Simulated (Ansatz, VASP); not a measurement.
**Al2O3: VASP beside Ansatz**

```
Al O
1.0
     2.37936    1.37372    4.37491
    -2.37936    1.37372    4.37491
     0.00000   -2.74745    4.37491
Al O
4 6
Cartesian
  0.0000 0.0000 11.1774
  0.0000 0.0000 4.6151
  0.0000 0.0000 1.9473
  0.0000 0.0000 8.5097
  0.9206 -1.3737 5.4686
  -1.6500 -0.1104 5.4686
  -0.9206 1.3737 7.6561
  -0.7294 -1.4841 7.6561
  1.6500 0.1104 7.6561
  0.7294 1.4841 5.4686
```

Change from the starting cell: uniaxial_z strain +1.0%.

Alike in both runs: task single point; functional PBE; k mesh 6 × 6 × 6; occupations fermi-dirac, width 0.02 eV; no spin polarisation.

|  | VASP | Ansatz |
| --- | --- | --- |
| version | VASP 6.6.1 | Ansatz 0.2.0 |
| potentials or method | VASP PAW PBE potentials, release 64 (Al, O) | plane waves, PAW |
| plane-wave cutoff (eV) | 520 | 420 |
| valence electrons in the cell | 48 | 48 |

Ansatz gave:

```
gap on the k mesh at the Fermi level (eV)       : 6.13
pressure (GPa)                                  : 5.1
largest component of the traceless stress (GPa) : 2.73
rms of the force components (eV/Å)              : 0.013
```

Question: What did VASP give for the same quantities?

Answer: gap on the k mesh at the Fermi level (eV): 6.13; pressure (GPa): 5.0; largest component of the traceless stress (GPa): 2.76; rms of the force components (eV/Å): 0.014.

Atom by atom the forces differ by 0.001 eV/Å (rms over components). The functional is the same, so the differences come from potentials, cutoffs and numerics.
